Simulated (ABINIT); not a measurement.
# ZrN (Fm-3m) in ABINIT: convergence with cutoff

Aim: find how far cutoff must go before the results for ZrN settle, at PBE. This setting moves, with any that are tied to it; all else stays.

All numbers are computed with ABINIT 10.8.3 (patched build); they aren't measurements. Logs are shortened: lines on timing, memory, paths and dates and some standing lists are left out, and cuts for length are marked. The log counts tension as positive stress, the text compression.

### Step 1. The structure

The structure is cubic, space group Fm-3m (No. 225). The conventional cell has a = 4.600 Å, b = 4.600 Å, c = 4.600 Å, α = 90.00°, β = 90.00°, γ = 90.00°. Zr (site symmetry m-3m) has 6 N at 2.30 Å as nearest neighbours. N (site symmetry m-3m) has 6 Zr at 2.30 Å as nearest neighbours.

### Step 2. With cutoff 17 Ha

Input file run.abi:

```
# Pseudopotentials
pp_dirpath "./"
pseudos "Zr.upf, N.upf"

# Structure
acell 3*1.0 Angstrom
rprim
     0.0000000000     2.3000000000     2.3000000000
     2.3000000000     0.0000000000     2.3000000000
     2.3000000000     2.3000000000     0.0000000000
ntypat 2
znucl 40 7
natom 2
typat 1 2
xred
     0.5000000000     0.5000000000     0.5000000000
     0.0000000000     0.0000000000     0.0000000000

# Plane-wave basis
ecut 462.593566 eV

# k points
kptopt 1
ngkpt 10 10 10
nshiftk 1
shiftk 0.0 0.0 0.0

# Exchange and correlation
ixc 11

# Bands and occupations
nband 13
occopt 3
tsmear 0.00367493

# SCF cycle
nstep 100
tolvrs 1.0e-10

# Output
iomode 3
prtwf 0
prtden 0
prteig 0
prtebands 0
enunit 2
```

Potentials or basis: PseudoDojo NC SR PBE v0.5 standard.

Command:

```
abinit run.abi > log 2>&1
```

run.abo:

```text
.Version 10.8.3 of ABINIT
 Symmetries : space group Fm -3 m (#225); Bravais cF (face-center cubic)
================================================================================
 Values of the parameters that define the memory need of the present run
     intxc =       0    ionmov =       0      iscf =       7    lmnmax =       6
     lnmax =       6     mgfft =      24  mpssoang =       3    mqgrid =    3001
     natom =       2  nloc_mem =       1    nspden =       1   nspinor =       1
    nsppol =       1      nsym =      48    n1xccc =    2501    ntypat =       2
    occopt =       3   xclevel =       2
       mpw =         564          nfft =       13824          nkpt =          47
================================================================================
================================================================================

--------------------------------------------------------------------------------
------------- Echo of variables that govern the present computation ------------
--------------------------------------------------------------------------------
 -outvars: echo values of preprocessed input variables --------
            acell      1.8897261259E+00  1.8897261259E+00  1.8897261259E+00 Bohr
              amu      9.12240000E+01  1.40067400E+01
             ecut      1.70000000E+01 Hartree
           enunit           2
              ixc          11
         kptrlatt       10    0    0      0   10    0      0    0   10
          kptrlen      6.14669553E+01
            natom           2
            nband          13
            ngfft          24      24      24
             nkpt          47
            nstep         100
             nsym          48
           ntypat           2
           occopt           3
           prtden           0
        prtebands           0
           prteig           0
            prtwf           0
            rprim      0.0000000000E+00  2.3000000000E+00  2.3000000000E+00
                       2.3000000000E+00  0.0000000000E+00  2.3000000000E+00
                       2.3000000000E+00  2.3000000000E+00  0.0000000000E+00
          spgroup         225
           tolvrs      1.00000000E-10
           tsmear      3.67493000E-03 Hartree
            typat      1  2
           xangst      2.3000000000E+00  2.3000000000E+00  2.3000000000E+00
                       0.0000000000E+00  0.0000000000E+00  0.0000000000E+00
            xcart      4.3463700896E+00  4.3463700896E+00  4.3463700896E+00
                       0.0000000000E+00  0.0000000000E+00  0.0000000000E+00
             xred      5.0000000000E-01  5.0000000000E-01  5.0000000000E-01
                       0.0000000000E+00  0.0000000000E+00  0.0000000000E+00
            znucl       40.00000    7.00000

================================================================================

 chkinp: Checking input parameters for consistency.

================================================================================
== DATASET  1 ==================================================================

--- !DatasetInfo
[... 91 lines left out ...]
    2        2.00000          5.11678080
================================================================================

 ----iterations are completed or convergence reached----

 Mean square residual over all n,k,spin=   68.847E-08; max=  15.167E-05
 reduced coordinates (array xred) for    2 atoms
       0.500000000000      0.500000000000      0.500000000000
       0.000000000000      0.000000000000      0.000000000000
 rms dE/dt=  0.0000E+00; max dE/dt=  0.0000E+00; dE/dt below (all hartree)
    1       0.000000000000      0.000000000000      0.000000000000
    2       0.000000000000      0.000000000000      0.000000000000

 cartesian coordinates (angstrom) at end:
    1      2.30000000000000     2.30000000000000     2.30000000000000
    2      0.00000000000000     0.00000000000000     0.00000000000000

 cartesian forces (hartree/bohr) at end:
    1     -0.00000000000000    -0.00000000000000    -0.00000000000000
    2     -0.00000000000000    -0.00000000000000    -0.00000000000000
 frms,max,avg= 0.0000000E+00 0.0000000E+00   0.000E+00  0.000E+00  0.000E+00 h/b

 cartesian forces (eV/Angstrom) at end:
    1     -0.00000000000000    -0.00000000000000    -0.00000000000000
    2     -0.00000000000000    -0.00000000000000    -0.00000000000000
 frms,max,avg= 0.0000000E+00 0.0000000E+00   0.000E+00  0.000E+00  0.000E+00 e/A
 length scales=  1.889726125908  1.889726125908  1.889726125908 bohr
              =  1.000000000000  1.000000000000  1.000000000000 angstroms
 Fermi (or HOMO) energy (hartree) =   0.50569   Average Vxc (hartree)=  -0.46764
 Eigenvalues (hartree) for nkpt=  47  k points:
 kpt#   1, nband= 13, wtk=  0.00100, kpt=  0.0000  0.0000  0.0000 (reduced coord)
  -1.31830   -0.49639   -0.49639   -0.49639   -0.10314    0.40847    0.40847    0.40847
   0.48852    0.48852    0.48852    0.56017    0.56017
      occupation numbers for kpt#   1
   2.00000    2.00000    2.00000    2.00000    2.00000    2.00000    2.00000    2.00000
   1.98147    1.98147    1.98147    0.00000    0.00000
 prteigrs : prtvol=0 or 1, do not print more k-points.

 Fermi (or HOMO) energy (eV) =  13.76050   Average Vxc (eV)= -12.72506
 Eigenvalues (   eV  ) for nkpt=  47  k points:
 kpt#   1, nband= 13, wtk=  0.00100, kpt=  0.0000  0.0000  0.0000 (reduced coord)
 -35.87282  -13.50758  -13.50758  -13.50758   -2.80652   11.11492   11.11492   11.11496
  13.29326   13.29329   13.29329   15.24313   15.24313
 prteigrs : prtvol=0 or 1, do not print more k-points.

--- !EnergyTerms
iteration_state     : {dtset: 1, }
comment             : Components of total free energy in Hartree
kinetic             :  2.10591812364869E+01
hartree             :  6.56000666547638E+00
xc                  : -1.31041504996407E+01
Ewald energy        : -5.20899979776452E+01
psp_core            :  2.48544536891364E+00
local_psp           : -3.05541613862113E+01
non_local_psp       :  4.66264604059583E+00
internal            : -6.09810305520244E+01
'-kT*entropy'       : -8.44807705180949E-04
total_energy        : -6.09818753597296E+01
total_energy_eV     : -1.65940136441787E+03
band_energy         : -3.45513584537147E+00
...

 Cartesian components of stress tensor (hartree/bohr^3)
  sigma(1 1)=  2.48236754E-03  sigma(3 2)=  0.00000000E+00
  sigma(2 2)=  2.48236754E-03  sigma(3 1)=  0.00000000E+00
  sigma(3 3)=  2.48236754E-03  sigma(2 1)=  0.00000000E+00

-Cartesian components of stress tensor (GPa)         [Pressure= -7.3034E+01 GPa]
- sigma(1 1)=  7.30337746E+01  sigma(3 2)=  0.00000000E+00
- sigma(2 2)=  7.30337746E+01  sigma(3 1)=  0.00000000E+00
- sigma(3 3)=  7.30337746E+01  sigma(2 1)=  0.00000000E+00

== END DATASET(S) ==============================================================
================================================================================

 -outvars: echo values of variables after computation  --------
            acell      1.8897261259E+00  1.8897261259E+00  1.8897261259E+00 Bohr
           etotal     -6.0981875360E+01
            fcart     -0.0000000000E+00 -0.0000000000E+00 -0.0000000000E+00
                      -0.0000000000E+00 -0.0000000000E+00 -0.0000000000E+00
            rprim      0.0000000000E+00  2.3000000000E+00  2.3000000000E+00
                       2.3000000000E+00  0.0000000000E+00  2.3000000000E+00
                       2.3000000000E+00  2.3000000000E+00  0.0000000000E+00
           strten      2.4823675427E-03  2.4823675427E-03  2.4823675427E-03
                       0.0000000000E+00  0.0000000000E+00  0.0000000000E+00
           xangst      2.3000000000E+00  2.3000000000E+00  2.3000000000E+00
                       0.0000000000E+00  0.0000000000E+00  0.0000000000E+00
             xred      5.0000000000E-01  5.0000000000E-01  5.0000000000E-01
                       0.0000000000E+00  0.0000000000E+00  0.0000000000E+00
 Calculation completed.
```

It took 10 s on 1 thread of Arm Neoverse V1, shared host; peak memory 0.06 GiB.

Results:

| Quantity | Value |
| --- | --- |
| Free energy | -1659.4014 eV |
| Pressure | -73.0 GPa |
| Band gap on the k mesh | none (metal or under the smearing width) |
| Valence electrons inside the program's atomic spheres | Zr 8.37; N 5.12 |

### Step 3. With cutoff 21 Ha

run.abi: that of step 2 with these lines changed.

```diff
@@ -19,3 +19,3 @@
 # Plane-wave basis
-ecut 462.593566 eV
+ecut 571.439111 eV
```

Potentials or basis: PseudoDojo NC SR PBE v0.5 standard.

Command:

```
abinit run.abi > log 2>&1
```

Run time: 15 s. Hardware: 1 thread of Arm Neoverse V1, shared host; peak memory 0.06 GiB.

It converged, with:

```yaml
Free_energy: -1661.9467 eV
Pressure: -35.0 GPa
Band_gap_on_the_k_mesh: none (metal or under the smearing width)
Valence_electrons_inside_the_program's_atomic_spheres: Zr 8.40; N 5.21
```

### Step 4. With cutoff 25 Ha

run.abi: that of step 3 with these lines changed.

```diff
@@ -19,3 +19,3 @@
 # Plane-wave basis
-ecut 571.439111 eV
+ecut 680.284656 eV
```

Command:

```
abinit run.abi > log 2>&1
```

Wall time 20 s (1 thread of Arm Neoverse V1, shared host); peak memory 0.07 GiB.

The run converged. Its results:

| Property | Result |
| --- | --- |
| Free energy | -1662.8751 eV |
| Pressure | -14.1 GPa |
| Band gap on the k mesh | none (metal or under the smearing width) |
| Valence electrons inside the program's atomic spheres | Zr 8.39; N 5.16 |

### Step 5. With cutoff 29.5 Ha

run.abi: that of step 4 with these lines changed.

```diff
@@ -19,3 +19,3 @@
 # Plane-wave basis
-ecut 680.284656 eV
+ecut 802.735894 eV
```

Command:

```
abinit run.abi > log 2>&1
```

Wall time 24 s (1 thread of Arm Neoverse V1, shared host); peak memory 0.07 GiB.

It converged, with:

```
Free energy                                           : -1663.1829 eV
Pressure                                              : -4.4 GPa
Band gap on the k mesh                                : none (metal or under the smearing width)
Valence electrons inside the program's atomic spheres : Zr 8.41; N 5.18
```

### Step 6. With cutoff 35.5 Ha

run.abi: that of step 5 with these lines changed.

```diff
@@ -19,3 +19,3 @@
 # Plane-wave basis
-ecut 802.735894 eV
+ecut 966.004212 eV
```

Potentials or basis: PseudoDojo NC SR PBE v0.5 standard.

Command:

```
abinit run.abi > log 2>&1
```

Wall time 37 s (1 thread of Arm Neoverse V1, shared host); peak memory 0.08 GiB.

Results (log left out):

* Free energy: -1663.2552 eV
* Pressure: -1.0 GPa
* Band gap on the k mesh: none (metal or under the smearing width)
* Valence electrons inside the program's atomic spheres: Zr 8.42; N 5.19

### Step 7. With cutoff 42 Ha

run.abi: that of step 6 with these lines changed.

```diff
@@ -19,3 +19,3 @@
 # Plane-wave basis
-ecut 966.004212 eV
+ecut 1142.878222 eV
```

Command:

```
abinit run.abi > log 2>&1
```

It took 45 s on 1 thread of Arm Neoverse V1, shared host; peak memory 0.08 GiB.

Results (log left out):

```
Free energy                                           : -1663.2608 eV
Pressure                                              : -0.6 GPa
Band gap on the k mesh                                : none (metal or under the smearing width)
Valence electrons inside the program's atomic spheres : Zr 8.42; N 5.19
```

### Step 8. With cutoff 48.5 Ha

run.abi: that of step 7 with these lines changed.

```diff
@@ -19,3 +19,3 @@
 # Plane-wave basis
-ecut 1142.878222 eV
+ecut 1319.752233 eV
```

Command:

```
abinit run.abi > log 2>&1
```

Wall time 54 s (1 thread of Arm Neoverse V1, shared host); peak memory 0.09 GiB.

It converged, with:

```yaml
Free_energy: -1663.2611 eV
Pressure: -0.6 GPa
Band_gap_on_the_k_mesh: none (metal or under the smearing width)
Valence_electrons_inside_the_program's_atomic_spheres: Zr 8.40; N 5.18
```

### Step 9. With cutoff 56.5 Ha

run.abi: that of step 8 with these lines changed.

```diff
@@ -19,3 +19,3 @@
 # Plane-wave basis
-ecut 1319.752233 eV
+ecut 1537.443323 eV
```

Potentials or basis: PseudoDojo NC SR PBE v0.5 standard.

Command:

```
abinit run.abi > log 2>&1
```

Wall time 77 s (1 thread of Arm Neoverse V1, shared host); peak memory 0.11 GiB.

Results (log left out):

```yaml
Free_energy: -1663.2614 eV
Pressure: -0.6 GPa
Band_gap_on_the_k_mesh: none (metal or under the smearing width)
Valence_electrons_inside_the_program's_atomic_spheres: Zr 8.40; N 5.18
```

### Step 10. With cutoff 67 Ha

run.abi: that of step 9 with these lines changed.

```diff
@@ -19,3 +19,3 @@
 # Plane-wave basis
-ecut 1537.443323 eV
+ecut 1823.162878 eV
```

Command:

```
abinit run.abi > log 2>&1
```

Wall time 1.7 min (1 thread of Arm Neoverse V1, shared host); peak memory 0.12 GiB.

The run converged. Its results:

| Item | Value |
| --- | --- |
| Free energy | -1663.2617 eV |
| Pressure | -0.6 GPa |
| Band gap on the k mesh | none (metal or under the smearing width) |
| Valence electrons inside the program's atomic spheres | Zr 8.40; N 5.17 |

### Step 11. Result

```tsv
cutoff	energy less the tightest run, at zero smearing (meV/atom)	pressure (GPa)	SCF cycles	CPU time (s)	peak memory (GiB)
17 Ha	1929.98	-73.03	9	10	0.06
21 Ha	657.43	-34.95	10	15	0.06
25 Ha	193.30	-14.15	10	20	0.07
29.5 Ha	39.37	-4.38	10	24	0.07
35.5 Ha	3.26	-1.02	11	37	0.08
42 Ha	0.44	-0.57	12	45	0.08
48.5 Ha	0.31	-0.57	11	54	0.09
56.5 Ha	0.12	-0.57	11	77	0.11
67 Ha	0.00	-0.57	12	100	0.12
```

Against the tightest run, the energy stays within 1 meV/atom from 42 Ha on; the pressure stays within 0.1 GPa from 42 Ha on. The tightest run that finished is the yardstick and may itself not be fully converged.
